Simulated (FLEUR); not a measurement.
# Al (Fm-3m) in FLEUR: further runs, part 2 of 2

FLEUR MaX-R8.1 (later development tree). Earlier steps stand in the parts before.

### 7 Equation of state, LDA (von Barth-Hedin), 17.60 Å³/atom (volume scaled by 1.06)

File inp.xml:

```xml
<?xml version="1.0" encoding="UTF-8" standalone="no"?>
<fleurInput fleurInputVersion="0.39">
   <comment>
      Al                                                                                                  
   </comment>
   <calculationSetup>
      <cutoffs Kmax="4.1" Gmax="12.7" GmaxXC="12.7" numbands="0"/>
      <scfLoop itmax="60" minDistance="0.00001" maxIterBroyd="15" imix="Anderson" alpha="0.05" precondParam="0.0" spinf="2.0" sdNocoIR="T"/>
      <coreElectrons ctail="T" frcor="F" kcrel="0" coretail_lmax="0"/>
      <xcFunctional name="bh" relativisticCorrections="F"/>
      <magnetism jspins="1"/>
      <soc l_soc="F" theta="0.0" phi="0.0" spav="F"/>
      <expertModes spex="0" secvar="F"/>
      <geometryOptimization l_f="F" forcealpha="1.0" forcemix="BFGS" epsdisp="0.00001" epsforce="0.00001"/>
      <ldaU l_linMix="F" mixParam="0.05" spinf="1.0"/>
   </calculationSetup>
   <cell>
      <bzIntegration valenceElectrons="11.0" mode="hist" fermiSmearingEnergy="0.00183747">
         <kPointListSelection listName="default-1"/>
         <!-- k-points included here -->
         <xi:include xmlns:xi="http://www.w3.org/2001/XInclude" href="kpts.xml"> </xi:include>
      </bzIntegration>
      <!-- symmetry operations included here -->
      <xi:include xmlns:xi="http://www.w3.org/2001/XInclude" href="sym.xml"> </xi:include>
      <bulkLattice scale="1.0196128224">
         <bravaisMatrix>
            <row-1>    0.0000000000000000     3.8263269057207032     3.8263269057207032</row-1>
            <row-2>    3.8263269057207032     0.0000000000000000     3.8263269057207032</row-2>
            <row-3>    3.8263269057207032     3.8263269057207032     0.0000000000000000</row-3>
         </bravaisMatrix>
      </bulkLattice>
   </cell>
   <atomSpecies>
      <species name="Aluminum (Al)" element="Al" atomicNumber="13">
         <mtSphere radius="2.45" gridPoints="829" logIncrement="0.014"/>
         <atomicCutoffs lmax="10" lnonsphr="8"/>
         <electronConfig flipSpins="F">
            <coreConfig>(1s1/2)</coreConfig>
            <valenceConfig>(2s1/2) (2p1/2) (2p3/2) (3s1/2) (3p1/2) (3p3/2)</valenceConfig>
            <stateOccupation state="(3p1/2)" spinUp="0.166667" spinDown="0.166667"/>
            <stateOccupation state="(3p3/2)" spinUp="0.333333" spinDown="0.333333"/>
         </electronConfig>
         <energyParameters s="3" p="3" d="3" f="4"/>
         <lo type="SCLO" l="0" n="2" eDeriv="0"/>
         <lo type="SCLO" l="1" n="2" eDeriv="0"/>
         <lo type="SCLO" l="2" n="3" eDeriv="2"/>
         <lo type="SCLO" l="3" n="4" eDeriv="2"/>
      </species>
   </atomSpecies>
   <atomGroups>
      <atomGroup species="Aluminum (Al)">
         <relPos label="                   1">.0000000000 .0000000000 .0000000000</relPos>
         <force calculate="T" relaxXYZ="TTT"/>
      </atomGroup>
   </atomGroups>
   <output dos="F" band="F" slice="F">
      <checks vchk="F" cdinf="F"/>
      <bandDOS minEnergy="-.5*Htr" maxEnergy="0.5*Htr" sigma="0.015" storeEVData="T"/>
      <vacuumDOS vacdos="F" integ="F" star="F" nstars="0" locx1="0.0" locy1="0.0" locx2="0.0" locy2="0.0" nstm="0" tworkf="0.0"/>
      <unfoldingBand unfoldBand="F" supercellX="1" supercellY="1" supercellZ="1"/>
      <plotting iplot="0" polar="F">
         <plot TwoD="T" vec1="  1.0  0.0  0.0" vec2="  0.0  1.0  0.0" vec3="  0.0  0.0  1.0" zero="  0.0  0.0  0.0" file="plot"/>
      </plotting>
      <chargeDensitySlicing numkpt="0" minEigenval="0.0" maxEigenval="0.0" nnne="0" pallst="F"/>
      <specialOutput eonly="F"/>
      <moessbauerParams electricFieldGradient="T" isomerShift="T" coreHyperfine="T" valenceHyperfine="T"/>
      <magneticCircularDichroism mcd="F" energyLo="-10.0" energyUp="0.0"/>
   </output>
  <!-- We include the file relax.xml here to enable relaxations (see documentation) -->
  <xi:include xmlns:xi="http://www.w3.org/2001/XInclude" href="relax.xml"> <xi:fallback/> </xi:include>
</fleurInput>
```

Started as:

```console
> inpgen -f crystal.txt -profile fastHighL
> # inp.xml edited to the form shown
> fleur_MPI
```

Wall time 6.1 s (1 thread of Arm Neoverse V1, shared host); peak memory 0.08 GiB.

The run converged. Its results:

- Free energy: -6589.2217 eV
- Band gap on the k mesh: none (metal or under the smearing width)
- Valence electrons inside the program's atomic spheres: Al 9.65 (radii Al 2.45 bohr)

### 8 Equation of state, LDA (von Barth-Hedin)

No new run: the results of the series are fitted here.

Results:

- Equilibrium volume: 15.69 Å³/atom
- Bulk modulus: 88 GPa
- Pressure derivative of the bulk modulus: 4.6 (rough: it moves with the points fitted)

Energy against volume, from the lowest point:
```
volume (Å³/atom)  energy (meV/atom)
          15.607               0.00
          15.939               0.98
          16.603              13.14
          17.267              36.53
          17.599              51.65
```

### 9 Band structure, PBE

inp.xml: that of step 7 with these lines changed.

```diff
@@ -9,3 +9,3 @@
       <coreElectrons ctail="T" frcor="F" kcrel="0" coretail_lmax="0"/>
-      <xcFunctional name="bh" relativisticCorrections="F"/>
+      <xcFunctional name="pbe" relativisticCorrections="F"/>
       <magnetism jspins="1"/>
@@ -24,3 +24,3 @@
       <xi:include xmlns:xi="http://www.w3.org/2001/XInclude" href="sym.xml"> </xi:include>
-      <bulkLattice scale="1.0196128224">
+      <bulkLattice scale="1.0">
          <bravaisMatrix>
@@ -34,3 +34,3 @@
       <species name="Aluminum (Al)" element="Al" atomicNumber="13">
-         <mtSphere radius="2.45" gridPoints="829" logIncrement="0.014"/>
+         <mtSphere radius="2.51" gridPoints="829" logIncrement="0.014"/>
          <atomicCutoffs lmax="10" lnonsphr="8"/>
```

File crystal.txt:

```
Al
&input cartesian=F /
0.0000000000  2.0248050000  2.0248050000
2.0248050000  0.0000000000  2.0248050000
2.0248050000  2.0248050000  0.0000000000
1.8897261246
1.0 1.0 1.0

1
13 0.0000000000  0.0000000000  0.0000000000

&kpt div1=11 div2=11 div3=11 gamma=T /
```

File inp.xml (bands):

```
<?xml version="1.0" encoding="UTF-8" standalone="no"?>
<fleurInput fleurInputVersion="0.39">
   <comment>
      Al                                                                                                  
   </comment>
   <calculationSetup>
      <cutoffs Kmax="4.1" Gmax="12.7" GmaxXC="12.7" numbands="0"/>
      <scfLoop itmax="60" minDistance="0.00001" maxIterBroyd="15" imix="Anderson" alpha="0.05" precondParam="0.0" spinf="2.0" sdNocoIR="T"/>
      <coreElectrons ctail="T" frcor="F" kcrel="0" coretail_lmax="0"/>
      <xcFunctional name="pbe" relativisticCorrections="F"/>
      <magnetism jspins="1"/>
      <soc l_soc="F" theta="0.0" phi="0.0" spav="F"/>
      <expertModes spex="0" secvar="F"/>
      <geometryOptimization l_f="F" forcealpha="1.0" forcemix="BFGS" epsdisp="0.00001" epsforce="0.00001"/>
      <ldaU l_linMix="F" mixParam="0.05" spinf="1.0"/>
   </calculationSetup>
   <cell>
      <bzIntegration valenceElectrons="11.0" mode="hist" fermiSmearingEnergy="0.00183747">
         <kPointListSelection listName="path-1"/>
         <!-- k-points included here -->
         <xi:include xmlns:xi="http://www.w3.org/2001/XInclude" href="kpts.xml"> </xi:include>
      </bzIntegration>
      <!-- symmetry operations included here -->
      <xi:include xmlns:xi="http://www.w3.org/2001/XInclude" href="sym.xml"> </xi:include>
      <bulkLattice scale="1.0">
         <bravaisMatrix>
            <row-1>    0.0000000000000000     3.8263269057207032     3.8263269057207032</row-1>
            <row-2>    3.8263269057207032     0.0000000000000000     3.8263269057207032</row-2>
            <row-3>    3.8263269057207032     3.8263269057207032     0.0000000000000000</row-3>
         </bravaisMatrix>
      </bulkLattice>
   </cell>
   <atomSpecies>
      <species name="Aluminum (Al)" element="Al" atomicNumber="13">
         <mtSphere radius="2.51" gridPoints="829" logIncrement="0.014"/>
         <atomicCutoffs lmax="10" lnonsphr="8"/>
         <electronConfig flipSpins="F">
            <coreConfig>(1s1/2)</coreConfig>
            <valenceConfig>(2s1/2) (2p1/2) (2p3/2) (3s1/2) (3p1/2) (3p3/2)</valenceConfig>
            <stateOccupation state="(3p1/2)" spinUp="0.166667" spinDown="0.166667"/>
            <stateOccupation state="(3p3/2)" spinUp="0.333333" spinDown="0.333333"/>
         </electronConfig>
         <energyParameters s="3" p="3" d="3" f="4"/>
         <lo type="SCLO" l="0" n="2" eDeriv="0"/>
         <lo type="SCLO" l="1" n="2" eDeriv="0"/>
         <lo type="SCLO" l="2" n="3" eDeriv="2"/>
         <lo type="SCLO" l="3" n="4" eDeriv="2"/>
      </species>
   </atomSpecies>
   <atomGroups>
      <atomGroup species="Aluminum (Al)">
         <relPos label="                   1">.0000000000 .0000000000 .0000000000</relPos>
         <force calculate="T" relaxXYZ="TTT"/>
      </atomGroup>
   </atomGroups>
   <output dos="F" band="T" slice="F">
      <checks vchk="F" cdinf="F"/>
      <bandDOS minEnergy="-.5*Htr" maxEnergy="0.5*Htr" sigma="0.015" storeEVData="T"/>
      <vacuumDOS vacdos="F" integ="F" star="F" nstars="0" locx1="0.0" locy1="0.0" locx2="0.0" locy2="0.0" nstm="0" tworkf="0.0"/>
      <unfoldingBand unfoldBand="F" supercellX="1" supercellY="1" supercellZ="1"/>
      <plotting iplot="0" polar="F">
         <plot TwoD="T" vec1="  1.0  0.0  0.0" vec2="  0.0  1.0  0.0" vec3="  0.0  0.0  1.0" zero="  0.0  0.0  0.0" file="plot"/>
      </plotting>
      <chargeDensitySlicing numkpt="0" minEigenval="0.0" maxEigenval="0.0" nnne="0" pallst="F"/>
      <specialOutput eonly="F"/>
      <moessbauerParams electricFieldGradient="T" isomerShift="T" coreHyperfine="T" valenceHyperfine="T"/>
      <magneticCircularDichroism mcd="F" energyLo="-10.0" energyUp="0.0"/>
   </output>
  <!-- We include the file relax.xml here to enable relaxations (see documentation) -->
  <xi:include xmlns:xi="http://www.w3.org/2001/XInclude" href="relax.xml"> <xi:fallback/> </xi:include>
</fleurInput>
```

Potentials or basis: all-electron, FLAPW.

Started as:

```console
> inpgen -f crystal.txt -profile fastHighL
> # inp.xml edited to the form shown
> fleur_MPI
> fleur_MPI   # second run, on inp.xml (bands)
```

It took 8.6 s on 1 thread of Arm Neoverse V1, shared host; peak memory 0.06 GiB.

Results (log left out):

```
Free energy                                           : -6607.5364 eV
Band gap along the path                               : none (metal or under the smearing width)
Valence electrons inside the program's atomic spheres : Al 9.83 (radii Al 2.51 bohr)
```

Levels at the corners of the path, in eV from the Fermi level:
| point | band 5 | band 6 | band 7 | band 8 | band 9 |
| --- | --- | --- | --- | --- | --- |
| Γ | -11.10 | 12.56 | 12.56 | 12.56 | 14.08 |
| X | -2.92 | -1.61 | 5.24 | 5.55 | 5.55 |
| W | -0.85 | -0.85 | 0.17 | 1.06 | 15.76 |
| K | -1.89 | -1.36 | -0.42 | 6.52 | 8.18 |
| Γ | -11.10 | 12.56 | 12.56 | 12.56 | 14.08 |
| L | -4.58 | -4.38 | 11.36 | 11.36 | 11.41 |
| U | -1.89 | -1.36 | -0.42 | 6.52 | 8.18 |
| W | -0.85 | -0.85 | 0.17 | 1.06 | 15.76 |
| L | -4.58 | -4.38 | 11.36 | 11.36 | 11.41 |
| K | -1.89 | -1.36 | -0.42 | 6.52 | 8.18 |
| U | -1.89 | -1.36 | -0.42 | 6.52 | 8.18 |
| X | -2.92 | -1.61 | 5.24 | 5.55 | 5.55 |

Core levels (eV from the Fermi level):
```
atom         levels
1 Al  1s1/2 -1506.3
```

### 10 Against experiment

Step 8. A measured bulk modulus of Al is 76.9 GPa (quoted in “The interpretation of polycrystalline coherent inelastic neutron scattering from aluminium”, 2013, pmc:3831299); the calculated 88 GPa misses it by +14.6 %. The fit is for a static lattice scaled at fixed shape and fixed fractional positions. The cell as given is a measured one (16.60 Å³/atom); LDA (von Barth-Hedin) puts the equilibrium volume -5.5 % from it, thermal expansion not counted.
